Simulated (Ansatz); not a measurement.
**Rh: single point with PBE**

Crystal: Rh.

```
Rh
1.0
     0.00000    1.89785    1.89785
     1.89785    0.00000    1.89785
     1.89785    1.89785    0.00000
Rh
1
Direct
  0.00000 0.00000 0.00000
```

| Item | Value |
| --- | --- |
| Program | Ansatz 0.2.0 |
| Task | single point |
| Functional | PBE |
| Potentials or basis | all-electron LAPW, scalar-relativistic |
| Cutoff | 278 eV (chosen from the basis error) |
| Basis error allowed | 0.001 eV/atom |
| k mesh | 12 × 12 × 12 |
| Occupations | gaussian, width 0.025 eV |
| Spin | no spin polarisation |

```yaml
Pressure: 7.2 GPa
Band_gap_on_the_k_mesh: none (metal or under the smearing width)
```

Levels at points of the mesh, in eV from the Fermi level:
| k point | band 11 | band 12 | band 13 | band 14 | band 15 | band 16 |
| --- | --- | --- | --- | --- | --- | --- |
| (0.00, 0.00, 0.00) | -3.17 | -3.17 | -3.17 | -1.07 | -1.07 | 15.73 |
| (0.00, 0.00, -0.50) | -3.25 | -3.25 | 0.51 | 0.51 | 0.67 | 8.64 |
| (0.00, -0.50, -0.50) | -6.06 | 0.48 | 0.93 | 0.93 | 3.21 | 12.28 |

Run time: 4.9 s on 1 thread of Intel(R) Xeon(R) Platinum 8488C (Sapphire Rapids), on a shared host, peak memory 0.31 GiB.
